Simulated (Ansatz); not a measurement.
Density of states of ZnAu (Pm-3m, a = 3.128 Å, b = 3.128 Å, c = 3.128 Å, α = 90.00°, β = 90.00°, γ = 90.00°), in states per eV and primitive cell, averaged over bins of 0.3 eV. Method: DFT PBEsol, scalar-relativistic, plane waves, PAW (Ansatz 0.2.0).

Plane waves to 420 eV, a k mesh through Γ of 14×14×14 on the computed 2-atom cell and Gaussian smearing (0.10 eV); no spin polarisation.

The cell is relaxed at this level. The states (both spins) are summed by tetrahedra on a 21×21×21 mesh at the self-consistent density. Energies are bin centres; the table starts no lower than −8 eV and ends at 6 eV, or lower where the solved bands end.

It is a metal at this level.

```tsv
E − E_F (eV)	total	Au 5d	Zn 3d	Zn 4s	Au 6s
-7.90	9.01	1.25	7.30	0.25	0.18
-7.60	13.37	0.97	12.23	0.09	0.04
-7.30	6.64	0.27	6.07	0.16	0.11
-7.00	1.40	0.18	0.91	0.14	0.15
-6.70	1.25	0.43	0.44	0.21	0.15
-6.40	2.23	1.06	0.81	0.28	0.06
-6.10	0.79	0.54	0.13	0.06	0.04
-5.80	2.59	1.90	0.33	0.11	0.18
-5.50	4.88	3.85	0.66	0.10	0.20
-5.20	3.61	3.01	0.39	0.06	0.07
-4.90	3.13	2.83	0.17	0.03	0.04
-4.60	4.20	3.77	0.22	0.06	0.07
-4.30	3.01	2.64	0.18	0.08	0.07
-4.00	5.47	4.90	0.35	0.09	0.09
-3.70	1.68	1.39	0.07	0.09	0.08
-3.40	1.14	0.89	0.03	0.09	0.07
-3.10	0.63	0.41	0.02	0.08	0.07
-2.80	0.36	0.14	0.01	0.07	0.08
-2.50	0.32	0.11	0.01	0.05	0.08
-2.20	0.69	0.31	0.01	0.06	0.23
-1.90	0.71	0.25	0.01	0.08	0.22
-1.60	0.65	0.19	0.01	0.09	0.19
-1.30	0.60	0.14	0.01	0.10	0.16
-1.00	0.57	0.12	0.01	0.10	0.14
-0.70	0.54	0.10	0.01	0.10	0.13
-0.40	0.52	0.08	0.01	0.10	0.11
-0.10	0.49	0.07	0.01	0.10	0.10
0.20	0.46	0.05	0.01	0.10	0.09
0.50	0.43	0.05	0.00	0.09	0.08
0.80	0.41	0.04	0.00	0.09	0.07
1.10	0.43	0.03	0.00	0.10	0.10
1.40	0.48	0.03	0.01	0.13	0.12
1.70	0.54	0.04	0.01	0.15	0.15
2.00	0.64	0.05	0.01	0.20	0.18
2.30	0.71	0.05	0.01	0.24	0.17
2.60	0.81	0.05	0.01	0.27	0.14
2.90	0.83	0.05	0.00	0.25	0.12
3.20	0.75	0.04	0.00	0.19	0.10
3.50	0.70	0.03	0.00	0.14	0.08
3.80	0.72	0.03	0.00	0.12	0.07
4.10	0.69	0.02	0.00	0.09	0.05
4.40	0.68	0.02	0.00	0.07	0.05
4.70	0.68	0.02	0.00	0.06	0.04
5.00	0.72	0.01	0.00	0.05	0.04
5.30	0.73	0.01	0.00	0.04	0.04
```

The columns after the total are the Löwdin projections on the occupied valence shells of the potentials. The rest of the total lies in shells that are empty in the free atom, which aren't projected, and between the atoms.

Spin-orbit coupling is left out, which matters for the bands of heavy elements.

Cost: 1 run of about 0.36 core-minutes, on Intel Xeon Platinum 8488C (Sapphire Rapids) (shared hosts).